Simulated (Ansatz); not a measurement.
# TiTe2: the cost of one run

Program: Ansatz 0.2.0. Level of theory: DFT PBE, scalar-relativistic, plane waves, PAW. These are calculated values, not measurements.

1 further run of the same task is left out (set aside as unsound or not needed).

**1. The system as given**

Symmetry: P-3m1, No. 164, trigonal system. Conventional cell: a = 3.769 Å, b = 3.769 Å, c = 6.898 Å, α = 90.00°, β = 90.00°, γ = 120.00°. Ti (site symmetry -3m) is surrounded by 6 Te at 2.78 Å. Te (site symmetry 3m) is surrounded by 3 Ti at 2.78 Å.

Coordinates:

```
Ti Te
1.0
     3.76902    0.00000    0.00000
    -1.88451    3.26407    0.00000
     0.00000    0.00000    6.89766
Ti Te
1 2
Direct
  0.00000 0.00000 0.00000
  0.66667 0.33333 0.25087
  0.33333 0.66667 0.74913
```

It is the end of an earlier relaxation with the same method, from a generated guess; it is a trial structure. At a tolerance of 0.05 Å it has space group P-3m1 (No. 164); it has 28.29 Å³/atom, an uncorrected energy of -0.70 eV/atom over the elements.

**2. Electronic structure at the relaxed geometry**

File input.yaml:

```yaml
crystal:
  lattice:
    - [3.7690233819, -2.9e-09, 0.0]
    - [-1.8845116884, 3.2640699976, 0.0]
    - [0.0, 0.0, 6.8976564415]
  atoms:
    - { symbol: Ti, position: [0.0, 0.0, 0.0] }
    - { symbol: Te, position: [0.6666666667, 0.3333333333, 0.2508710822] }
    - { symbol: Te, position: [0.3333333333, 0.6666666667, 0.7491289178] }
basis:
  ecutwfc: 420
kpoints:
  mp_grid: { grid: [12, 12, 8] }
  band_path:
    path:
      - [[0.0, 0.0, 0.0], [0.5, 0.0, 0.0], [0.33333333, 0.33333333, 0.0], [0.0, 0.0, 0.0], [0.0, 0.0, 0.5], [0.5, 0.0, 0.5], [0.33333333, 0.33333333, 0.5], [0.0, 0.0, 0.5]]
      - [[0.5, 0.0, 0.5], [0.5, 0.0, 0.0]]
      - [[0.33333333, 0.33333333, 0.5], [0.33333333, 0.33333333, 0.0]]
    npoints: 14
hamiltonian:
  xc: pbe
scf:
  occupations: { method: gaussian, width: 0.1 }
  n_extra_bands: 7
output:
  forces: true
  stress: true
  eigenvalues: true
  populations: true
  dos: { projected: true, de: 0.02, nscf_kmesh: { grid: [15, 15, 10] } }
  bader: true
  write_density: true
  write_potential: true
  elf: true
  volumetric_format: npy
```

Run with:

```console
ansatz run input.yaml --threads 1 --pin off --max-ram 2560MiB --backend cpu --events-out ev --progress --plain --runs-dir out
```

What time and memory should one allow on 1 thread of Intel Xeon 6975P-C (Granite Rapids), shared host?

About 45 s, with a peak of 0.68 GiB.
